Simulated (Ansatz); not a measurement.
## SiO2 (rutile): gap against strain (isotropic on every length)

Rutile SiO2, relaxed with r2SCAN in Ansatz, then strained (isotropic on every length; changes of length per length, axes as in the cell below) with the atoms relaxed again within the symmetry that is left. The symmetry is P4_2/mnm (No. 136, tetragonal); conventional cell a = 4.185 Å, c = 2.669 Å, 7.79 Å³ an atom. Around Si lie 6 O at 1.76–1.81 Å; around O lie 3 Si at 1.76–1.81 Å. No spin polarisation and no zero-point or thermal motion.

```
Si O
1.0
     4.18519    0.00000    0.00000
     0.00000    4.18519    0.00000
     0.00000    0.00000    2.66884
Si O
2 4
Direct
  0.00000 0.00000 0.00000
  0.50000 0.50000 0.50000
  0.30610 0.30610 0.00000
  0.19390 0.80610 0.50000
  0.80610 0.19390 0.50000
  0.69390 0.69390 0.00000
```

Gaps are the least over each mesh (PBE 6×6×10, r2SCAN 6×6×10, HSE06 4×4×6 when unstrained) and the special points, which keep their unstrained names; stress is the change from the unstrained cell, compression positive.

```csv
strain (%),"gap, PBE (eV)","gap, r2SCAN (eV)","gap, HSE06 (eV)","edges, HSE06","mean stress, r2SCAN (GPa)","energy rise, r2SCAN (meV/atom)"
-4.0,7.199,8.175,9.212,Γ,+50.53,127.3
-3.0,7.100,8.068,9.111,Γ,+35.33,69.2
-2.0,6.592,7.593,8.765,Γ,+21.95,29.7
-1.0,6.062,7.040,8.201,Γ,+10.23,7.2
0.0,5.555,6.512,7.661,Γ,0.00,0.0
+1.0,5.074,6.009,7.145,Γ,-8.88,6.7
+2.0,4.617,5.531,6.655,Γ,-16.53,26.0
+3.0,4.178,5.071,6.183,Γ,-23.16,56.6
+4.0,3.765,4.636,5.736,Γ,-28.77,97.3
```

Between zero and the nearest strains the slope of the HSE06 gap against strain is -0.540 eV per percent for negative and -0.515 for positive strain.

The meshes of the hybrids are coarse, so their gaps aren't converged to the digits shown.
